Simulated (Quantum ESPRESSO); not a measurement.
The system is KCl.

```
K Cl
1.0
     3.83920    0.00000    0.00000
     0.00000    3.83920    0.00000
     0.00000    0.00000    3.83920
K Cl
1 1
Direct
  0.00000 0.00000 0.00000
  0.50000 0.50000 0.50000
```

Measurements of this composition are mostly on another form, of space group No. 225.

Base run:

| Quantity | Value |
| --- | --- |
| Program | Quantum ESPRESSO 7.5 |
| Functional | WC |
| Potentials or basis | PseudoDojo 0.4.1 SR PBE standard |
| Cutoff | 1007 eV |
| Density cutoff | 4027 eV |
| k mesh | 6 × 6 × 6, shifted |
| Occupations | fermi-dirac, width 0.05 eV |
| Spin | no spin polarisation |

Its results: pressure -1.3 GPa; electronic dielectric tensor (diagonal) 2.58.

Q: After a change of settings the same cell gave: pressure 0.9 GPa; electronic dielectric tensor (diagonal) 2.53. Which change was it?
A. functional from WC to LDA; potentials or basis from PseudoDojo 0.4.1 SR PBE standard to PseudoDojo 0.4.1 SR LDA standard; cutoff from 1007 eV to 980 eV; density cutoff from 4027 eV to 3918 eV
B. functional from WC to PBEsol; potentials or basis from PseudoDojo 0.4.1 SR PBE standard to PseudoDojo 0.4.1 SR PBEsol standard
C. functional from WC to BLYP
D. functional from WC to AM05

A: C.

BLYP binds less tightly than WC, so the same cell stands under more pressure.

Caveats: the potentials were made for another functional, which shifts forces and pressure.
